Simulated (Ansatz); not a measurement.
**Relaxation of CoPtO2**

Theory: DFT PBE, scalar-relativistic, plane waves, PAW in Ansatz. (420 eV cutoff, 12×12×2 k-mesh, Gaussian smearing of 0.10 eV, no spin polarisation)

What was changed: uniaxial strain along c, with a, b and atoms relaxed: +2.0 %.

A cell with an odd number of electrons and no spin polarisation is a metal by construction and may be lower with spin. Spin–orbit coupling is left out, which can shift energies with elements as heavy as these.

Command:

```bash
ansatz run input.yaml --threads 1 --pin off --max-ram 2560MiB --backend cpu --events-out ev --progress --plain --runs-dir out
```

Input:

```yaml
crystal:
  lattice:
    - [2.8405160055, 0.0, 0.0]
    - [-1.4202580028, 2.4599590206, 0.0]
    - [0.0, 0.0, 18.2409190923]
  atoms:
    - { symbol: Co, position: [0.6666666667, 0.3333333333, 0.8333333333] }
    - { symbol: Co, position: [0.3333333333, 0.6666666667, 0.1666666667] }
    - { symbol: Co, position: [0.0, 0.0, 0.5] }
    - { symbol: Pt, position: [0.0, 0.0, 0.0] }
    - { symbol: Pt, position: [0.6666666667, 0.3333333333, 0.3333333333] }
    - { symbol: Pt, position: [0.3333333333, 0.6666666667, 0.6666666667] }
    - { symbol: O, position: [0.0, 0.0, 0.8876528273] }
    - { symbol: O, position: [0.3333333333, 0.6666666667, 0.7790138394] }
    - { symbol: O, position: [0.6666666667, 0.3333333333, 0.2209861606] }
    - { symbol: O, position: [0.0, 0.0, 0.1123471727] }
    - { symbol: O, position: [0.3333333333, 0.6666666667, 0.554319494] }
    - { symbol: O, position: [0.6666666667, 0.3333333333, 0.445680506] }
basis:
  ecutwfc: 420
kpoints:
  mp_grid: { grid: [12, 12, 2] }
hamiltonian:
  xc: pbe
scf:
  occupations: { method: gaussian, width: 0.1 }
output:
  forces: true
  stress: true
  eigenvalues: true
relax:
  adjacent_minimum: "off"
  f_tol: 0.008
  max_steps: 40
  cell: { stress_tol: 0.015, fix: [c, angles] }
```

F is the free energy. Steps run on the plane waves of an earlier cell, but the last one, and at times one on the way, on a freshly chosen basis, so a repeated geometry can differ a little in energy. The held parts of the cell keep their stress, so P needn't end at zero.

Steps:

```csv
step,F − F(1) (eV),largest force component (eV/Å),V (Å³/atom),P (GPa)
1,0.0000,0.165,10.622,-3.02
2,-0.0045,0.073,10.594,-2.56
3,-0.0049,0.002,10.601,-2.77
4,-0.0048,0.000,10.602,-2.80
5,-0.0041,0.000,10.602,-2.82
```

Relaxed structure:

```yaml
crystal:
  lattice:
    - [2.83793, 0.00000, 0.00000]
    - [-1.41897, 2.45772, 0.00000]
    - [0.00000, 0.00000, 18.24092]
  atoms:
    - { symbol: Co, position: [0.66667, 0.33333, 0.83333] }
    - { symbol: Co, position: [0.33333, 0.66667, 0.16667] }
    - { symbol: Co, position: [0.00000, 0.00000, 0.50000] }
    - { symbol: Pt, position: [0.00000, 0.00000, 0.00000] }
    - { symbol: Pt, position: [0.66667, 0.33333, 0.33333] }
    - { symbol: Pt, position: [0.33333, 0.66667, 0.66667] }
    - { symbol: O, position: [0.00000, 0.00000, 0.88807] }
    - { symbol: O, position: [0.33333, 0.66667, 0.77860] }
    - { symbol: O, position: [0.66667, 0.33333, 0.22140] }
    - { symbol: O, position: [0.00000, 0.00000, 0.11193] }
    - { symbol: O, position: [0.33333, 0.66667, 0.55473] }
    - { symbol: O, position: [0.66667, 0.33333, 0.44527] }
```

The structure is trigonal, space group R-3m (No. 166). The conventional cell has a = 2.838 Å, b = 2.838 Å, c = 18.241 Å, α = 90.00°, β = 90.00°, γ = 120.00°. Around Co (site symmetry -3m) lie 6 O at 1.92 Å. Pt (site symmetry -3m) is surrounded by 2 O at 2.04 Å. O (site symmetry 3m) is surrounded by 3 Co at 1.92 Å and 1 Pt at 2.04 Å.

The run converged. The run took 8.2 min on 1 thread of Intel(R) Xeon(R) Processor @ 2.50GHz (Skylake/Cascade Lake) (shared host), peak memory 0.91 GiB.